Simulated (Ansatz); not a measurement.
# CdSe (rocksalt type): the cost of one run

Program: Ansatz 0.2.0. Level of theory: DFT LDA, with the methods named in each step. These are calculated values, not measurements.

## (1) The system as given

The structure is cubic, space group Fm-3m (No. 225). Conventional cell: a = 5.563 Å, b = 5.563 Å, c = 5.563 Å, α = 90.00°, β = 90.00°, γ = 90.00°. Around Cd (site symmetry m-3m) lie 6 Se at 2.78 Å. Se (site symmetry m-3m) is surrounded by 6 Cd at 2.78 Å.

Structure file:

```xyz
2
Lattice="0.0000 2.7816 2.7816 2.7816 0.0000 2.7816 2.7816 2.7816 0.0000" Properties=species:S:1:pos:R:3 pbc="T T T"
Cd    0.0000    0.0000    0.0000
Se    2.7816    2.7816    2.7816
```

Whether this phase is the stable one at these pressures isn't tested.

Atoms are numbered in the order of the input: Cd1, Se2.

## (2) The reference volume, LAPW

File input.yaml:

```yaml
crystal:
  lattice:
    - [0.0, 2.7816070569, 2.7816070569]
    - [2.7816070569, 0.0, 2.7816070569]
    - [2.7816070569, 2.7816070569, 0.0]
  atoms:
    - { symbol: Cd, position: [0.0, 0.0, 0.0] }
    - { symbol: Se, position: [0.5, 0.5, 0.5] }
kpoints:
  mp_grid: { grid: [12, 12, 12] }
  band_path:
    path:
      - [0.0, 0.0, 0.0]
      - [0.5, 0.0, 0.5]
      - [0.625, 0.25, 0.625]
      - [0.375, 0.375, 0.75]
      - [0.0, 0.0, 0.0]
      - [0.5, 0.5, 0.5]
      - [0.5, 0.25, 0.75]
      - [0.5, 0.0, 0.5]
    npoints: 14
scf:
  occupations: { method: fermi_dirac, width: 0.05 }
hamiltonian:
  xc: lda
  pseudopotentials: { kind: all_electron, lapw: { basis_error: 0.001 } }
output:
  forces: true
  stress: true
  eigenvalues: true
  populations: true
  dos: { projected: true, de: 0.2, e_range: [-14, 8] }
```

On the command line:

```console
ansatz run input.yaml --threads 1 --pin off --max-ram 2048MiB --backend cpu --events-out ev --progress --plain --runs-dir out
```

**Question.** How long does this run take on 1 thread of Intel Xeon 6975P-C (Granite Rapids), shared host, and how much memory does it need?

About 13 s, with a peak of 0.44 GiB.
